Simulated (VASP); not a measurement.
# TiSe2 (P-3m1) in VASP: further runs

The runs below take TiSe2 through relaxation of cell and atoms, with PBE+D3(BJ), PBEsol.

The COD entry that gives the cell may itself be a prediction, so a difference from it is no test against experiment.

Everything below comes from runs of VASP 6.6.1. Logs are shortened: lines on timing, memory, paths and dates and some standing lists are left out, and cuts for length are marked.

## Step 1: Starting point

Symmetry: P-3m1, No. 164, trigonal system. The conventional cell has a = 3.536 Å, b = 3.536 Å, c = 6.004 Å, α = 90.00°, β = 90.00°, γ = 120.00°. Ti (site symmetry -3m) has 6 Se at 2.55 Å as nearest neighbours. Se (site symmetry 3m) has 3 Ti at 2.55 Å as nearest neighbours.

## Step 2: Relaxation of cell and atoms, PBE+D3(BJ)

The input, INCAR:

```
SYSTEM = TiSe2
ALGO = Normal ; EDIFF = 1E-6
EDIFFG = -0.01 ; ENCUT = 600
GGA = PE ; IBRION = 2
ISIF = 3 ; ISMEAR = 0
IVDW = 12 ; LASPH = .TRUE.
LCHARG = .FALSE. ; LREAL = .FALSE.
LWAVE = .FALSE. ; NELM = 80
NSW = 90 ; PREC = Accurate
SIGMA = 0.03
```

The input, KPOINTS:

```
k-points
0
G
  9 9 5
  0 0 0
```

The input, POSCAR:

```
TiSe2
1.0
    3.5360000000      0.0000000000      0.0000000000
   -1.7680000000      3.0622658300      0.0000000000
    0.0000000000      0.0000000000      6.0040000000
Ti Se
1 2
Direct
    0.0000000000      0.0000000000      0.0000000000
    0.3333333300      0.6666666700      0.2552000000
    0.6666666700      0.3333333300      0.7448000000
```

Potentials or basis: VASP PAW PBE potentials, release 64 (Ti_sv, Se).

Run with:

```sh
cat potpaw_PBE.64/Ti_sv/POTCAR potpaw_PBE.64/Se/POTCAR > POTCAR
mpirun -np 1 vasp_std > vasp.out
```

OUTCAR:

```text
SYSTEM = TiSe2
   EDIFF = 1E-6
   EDIFFG = -0.01
   ENCUT = 600
   GGA = PE
   IBRION = 2
   ISIF = 3
   ISMEAR = 0
   IVDW = 12
   LASPH = .TRUE.
   LREAL = .FALSE.
   NELM = 80
   NSW = 90
   PREC = Accurate
 IVDW          = 12

 ion  position               nearest neighbor table
   1  0.000  0.000  0.000-   2 2.55   3 2.55   3 2.55   2 2.55   3 2.55   2 2.55
   2  0.333  0.667  0.255-   1 2.55   1 2.55   1 2.55
   3  0.667  0.333  0.745-   1 2.55   1 2.55   1 2.55

  LATTYP: Found a hexagonal cell.
 ALAT       =     3.5360000000
 C/A-ratio  =     1.6979638009

  Lattice vectors:

 A1 = (   3.5360000000,   0.0000000000,   0.0000000000)
 A2 = (  -1.7680000000,   3.0622658300,   0.0000000000)
 A3 = (   0.0000000000,   0.0000000000,   6.0040000000)

Analysis of symmetry for initial positions (statically):
=====================================================================
 Subroutine PRICEL returns:
 Original cell was already a primitive cell.

 Routine SETGRP: Setting up the symmetry group for a
 hexagonal supercell.

 Subroutine GETGRP returns: Found 12 space group operations
 (whereof 12 operations were pure point group operations)
 out of a pool of 24 trial point group operations.

The static configuration has the point symmetry D_3d.

Analysis of symmetry for dynamics (positions and initial velocities):
=====================================================================
 Subroutine PRICEL returns:
 Original cell was already a primitive cell.

 Routine SETGRP: Setting up the symmetry group for a
 hexagonal supercell.

 Subroutine GETGRP returns: Found 12 space group operations
 (whereof 12 operations were pure point group operations)
 out of a pool of 24 trial point group operations.

The dynamic configuration has the point symmetry D_3d.

 Subroutine INISYM returns: Found 12 space group operations
 (whereof 12 operations are pure point group operations),
 and found     1 'primitive' translations

----------------------------------------------------------------------------------------

                                     Primitive cell

  volume of cell :      65.0123

  direct lattice vectors                    reciprocal lattice vectors
     3.536000000  0.000000000  0.000000000     0.282805430  0.163277791  0.000000000
    -1.768000000  3.062265830  0.000000000     0.000000000  0.326555582  0.000000000
     0.000000000  0.000000000  6.004000000     0.000000000  0.000000000  0.166555630

  length of vectors
     3.536000000  3.536000002  6.004000000     0.326555582  0.326555582  0.166555630

  position of ions in fractional coordinates (direct lattice)
     0.000000000  0.000000000  0.000000000
     0.333333330  0.666666670  0.255200000
     0.666666670  0.333333330  0.744800000

  ion indices of the primitive-cell ions
   primitive index   ion index
                 1           1
                 2           2
                 3           3

----------------------------------------------------------------------------------------

 KPOINTS: k-points

Automatic generation of k-mesh.
 Grid dimensions read from file:
 generate k-points for:    9    9    5

 Generating k-lattice:

  Cartesian coordinates                     Fractional coordinates (reciprocal lattice)
     0.031422826  0.018141977  0.000000000     0.111111111  0.000000000  0.000000000
     0.000000000  0.036283954  0.000000000     0.000000000  0.111111111  0.000000000
     0.000000000  0.000000000  0.033311126     0.000000000  0.000000000  0.200000000

  Length of vectors
     0.036283954  0.036283954  0.033311126

  Shift w.r.t. Gamma in fractional coordinates (k-lattice)
     0.000000000  0.000000000  0.000000000

 Subroutine IBZKPT returns following result:
 ===========================================

 Found     50 irreducible k-points:

 Following reciprocal coordinates:
            Coordinates               Weight
  0.000000  0.000000  0.000000      1.000000
  0.111111  0.000000  0.000000      6.000000
  0.222222 -0.000000  0.000000      6.000000
  0.333333  0.000000  0.000000      6.000000
  0.444444 -0.000000  0.000000      6.000000
  0.111111  0.111111  0.000000      6.000000
[... 16 lines left out ...]
  0.222222  0.111111  0.200000     12.000000
 -0.111111  0.333333  0.200000     12.000000
 [... further k-points ...]
   k-points           NKPTS =     50   k-points in BZ     NKDIM =     50   number of bands    NBANDS=     16
   number of dos      NEDOS =    301   number of ions     NIONS =      3
   total plane-waves  NPLWV =  37632
   dimension x,y,z NGX =    28 NGY =   28 NGZ =   48
   dimension x,y,z NGXF=    56 NGYF=   56 NGZF=   96
   ions per type =               1   2
   NGX,Y,Z   is equivalent  to a cutoff of  13.16, 13.16, 13.29 a.u.
   NGXF,Y,Z  is equivalent  to a cutoff of  26.33, 26.33, 26.58 a.u.
 SYSTEM =  TiSe2
   PREC   = accura    normal or accurate (medium, high low for compatibility)
   ISTART =      0    job   : 0-new  1-cont  2-samecut
   ICHARG =      2    charge: 1-file 2-atom 10-const
   ISPIN  =      1    spin polarized calculation?
   LNONCOLLINEAR =      F non collinear calculations
   LSORBIT =      F    spin-orbit coupling
   LASPH  =      T    aspherical Exc in radial PAW
   ENCUT  =  600.0 eV  44.10 Ry    6.64 a.u.   7.06  7.06 11.99*2*pi/ulx,y,z
   NELM   =     80;   NELMIN=  2; NELMDL= -5     # of ELM steps
   EDIFF  = 0.1E-05   stopping-criterion for ELM
   LREAL  =      F    real-space projection
   EDIFFG = -.1E-01   stopping-criterion for IOM
   NSW    =     90    number of steps for IOM
   IBRION =      2    ionic relax: 0-MD 1-quasi-New 2-CG
   NFREE  =      1    steps in history (QN), initial steepest desc. (CG)
   ISIF   =      3    stress and relaxation
   ISYM   =      2    0-nonsym 1-usesym 2-fastsym
   POTIM  = 0.5000    time-step for ionic-motion
   TEBEG  =    0.0;   TEEND  =   0.0 temperature during run
   PSTRESS=    0.0 pullay stress
   NELECT =      24.0000    total number of electrons
   NUPDOWN=      -1.0000    fix difference up-down
   EMIN   =  10.00;   EMAX   =-10.00  energy-range for DOS
   EFERMI =   0.00;   METHOD = LEGACY
   ISMEAR =     0;   SIGMA  =   0.03  broadening in eV -4-tet -1-fermi 0-gaus
   EFERMI_NEDOS =   21; number of points for ismear=-14 and -15
   IALGO  =     38    algorithm
   IMIX   =      4    mixing-type and parameters
     AMIX     =   0.40;   BMIX     =  1.00
     AMIX_MAG =   1.60;   BMIX_MAG =  1.00
  volume/ion in A,a.u.               =      21.67       146.24
  Fermi-wavevector in a.u.,A,eV,Ry     =   1.174393  2.219280 18.765127  1.379198
  Thomas-Fermi vector in A             =   2.310790
   LORBIT       =      0    0 simple, 1 ext, 2 COOP (PROOUT), +10 PAW based schemes
   GGA     = PE    functional components
   LHFCALC =     F    Hartree Fock is set to
   AEXX    =    0.0000 exact exchange contribution
   IVDW    =    12    specifies the selected vdW correction
   LEPSILON=     F    determine dielectric tensor
   LRPA    =     F    only Hartree local field effects (RPA)
 conjugate gradient relaxation of ions
 non-spin polarized calculation
 Gauss-broadening in eV      SIGMA  =   0.03
  energy-cutoff  :      600.00
  volume of cell :       65.01
 maximum number of plane-waves:      2193
   NGX = 15   NGY = 15   NGZ = 23

--------------------------------------- Ionic step        1  -------------------------------------------

 number of electron      24.0000001 magnetization

 Free energy of the ion-electron system (eV)
  ---------------------------------------------------
  ext. energy  EPLUGINS =         0.00000000
  ---------------------------------------------------
  free energy    TOTEN  =       -18.17866452 eV

  energy without entropy =      -18.17815648  energy(sigma->0) =      -18.17841050

 E-fermi :   4.8259     XC(G=0):  -9.9977

 val. band max:        4.8215557017   @ k =   0.0000   0.4444   0.2000
 cond. band min:       4.8449908745   @ k =   0.0000   0.3333   0.4000
 fundamental gap:      0.0234351728
 Fermi energy:         4.8258739763

 k-point     1 :       0.0000    0.0000    0.0000
  band No.  band energies     occupation
      1     -52.8145      2.00000
      2     -29.0394      2.00000
      3     -29.0311      2.00000
      4     -29.0311      2.00000
      5      -9.1608      2.00000
      6      -7.7325      2.00000
[... 433 lines left out ...]
      3     -29.0472      2.00000
      4     -29.0270      2.00000
      5      -8.2856      2.00000
      6      -7.5642      2.00000
[... 8 lines left out ...]
     15       6.5809      0.00000
     16       7.2932      0.00000

 [... further k-points ...]

------------------------ aborting loop because EDIFF is reached ----------------------------------------

 Edisp (eV)   -1.27747

 E8    (eV) :    -0.5543
[... 108 lines left out ...]
  FREE ENERGIE OF THE ION-ELECTRON SYSTEM (eV)
  ---------------------------------------------------
  free  energy   TOTEN  =       -19.4662946136 eV

  energy  without entropy=      -19.4657660434  energy(sigma->0) =      -19.46603033

[... ionic steps 4 to 8 ...]

--------------------------------------- Ionic step        9  -------------------------------------------

 number of electron      24.0000002 magnetization

------------------------ aborting loop because EDIFF is reached ----------------------------------------
[... 77 lines left out ...]
--------------------------------------- Ionic step       11  -------------------------------------------

 number of electron      24.0000002 magnetization

 Free energy of the ion-electron system (eV)
  ---------------------------------------------------
  ext. energy  EPLUGINS =         0.00000000
  ---------------------------------------------------
  free energy    TOTEN  =       -18.12950691 eV

  energy without entropy =      -18.12898585  energy(sigma->0) =      -18.12924638

 E-fermi :   5.3556     XC(G=0): -10.2959

 val. band max:        5.3516880619   @ k =   0.0000   0.4444   0.2000
 cond. band min:       5.3752975956   @ k =   0.0000   0.3333   0.2000
 fundamental gap:      0.0236095337
 Fermi energy:         5.3556436078

 k-point     1 :       0.0000    0.0000    0.0000
  band No.  band energies     occupation
      1     -52.1509      2.00000
      2     -28.3855      2.00000
      3     -28.3698      2.00000
      4     -28.3698      2.00000
      5      -8.8306      2.00000
      6      -7.2141      2.00000
[... 433 lines left out ...]
      3     -28.3885      2.00000
      4     -28.3709      2.00000
      5      -7.8814      2.00000
      6      -7.0414      2.00000
[... 8 lines left out ...]
     15       7.2702      0.00000
     16       7.9249      0.00000

 [... further k-points ...]

------------------------ aborting loop because EDIFF is reached ----------------------------------------

 Edisp (eV)   -1.35029

 E8    (eV) :    -0.5857
[... 26 lines left out ...]
  FREE ENERGIE OF THE ION-ELECTRON SYSTEM (eV)
  ---------------------------------------------------
  free  energy   TOTEN  =       -19.4797963370 eV

  energy  without entropy=      -19.4792752806  energy(sigma->0) =      -19.47953581

 reached required accuracy - stopping structural energy minimisation
```

It took 2.6 min on 1 thread of Intel Xeon 6975P-C (Granite Rapids), shared host; peak memory 0.25 GiB.

Results:

* Free energy: -19.4798 eV
* Relaxed volume: 20.54 Å³/atom
* Relaxed cell: a = 3.486 Å, b = 3.486 Å, c = 5.857 Å, α = 90.00°, β = 90.00°, γ = 120.00°
* Space group after relaxing (to 0.05 Å): P-3m1 (No. 164)
* Energy gained by relaxing: 7.9 meV/atom
* Ionic steps: 11
* Pressure after relaxing: 0.0 GPa
* Largest force after relaxing: 0.005 eV/Å
* Band gap on the k mesh: none (metal or under the smearing width)
* Dispersion energy per atom: -0.450 eV

Forces in eV/Å, atoms in the order of the input:
```
Ti   0.000  0.000  0.000
Se   0.000  0.000  0.005
Se   0.000  0.000 -0.005
```

The path:
| step | energy change (eV) | largest force (eV/Å) | pressure (GPa) | volume (Å³) |
| --- | --- | --- | --- | --- |
| 1 | 0.0000 | 0.1019 | -1.65 | 65.01 |
| 2 | -0.0095 | 0.3437 | 0.85 | 62.93 |
| 3 | -0.0102 | 0.2938 | 0.33 | 63.34 |
| 4 | -0.0164 | 0.1362 | 0.03 | 62.94 |
| 5 | -0.0172 | 0.0539 | -0.11 | 62.73 |
| 6 | -0.0198 | 0.0410 | -0.13 | 62.48 |
| 7 | -0.0236 | 0.0036 | -0.11 | 61.71 |
| 8 | -0.0236 | 0.0074 | -0.09 | 61.66 |
| 9 | -0.0236 | 0.0058 | -0.08 | 61.68 |
| 10 | -0.0236 | 0.0257 | 0.17 | 61.51 |
| 11 | -0.0237 | 0.0048 | 0.01 | 61.62 |

Final structure:
```
Ti Se
1.0
     3.48568    0.00000    0.00000
    -1.74284    3.01869    0.00000
     0.00000    0.00000    5.85658
Ti Se
1 2
Direct
  0.00000 0.00000 0.00000
  0.33333 0.66667 0.26485
  0.66667 0.33333 0.73515
```

(Part 1 of 2 ends here.)
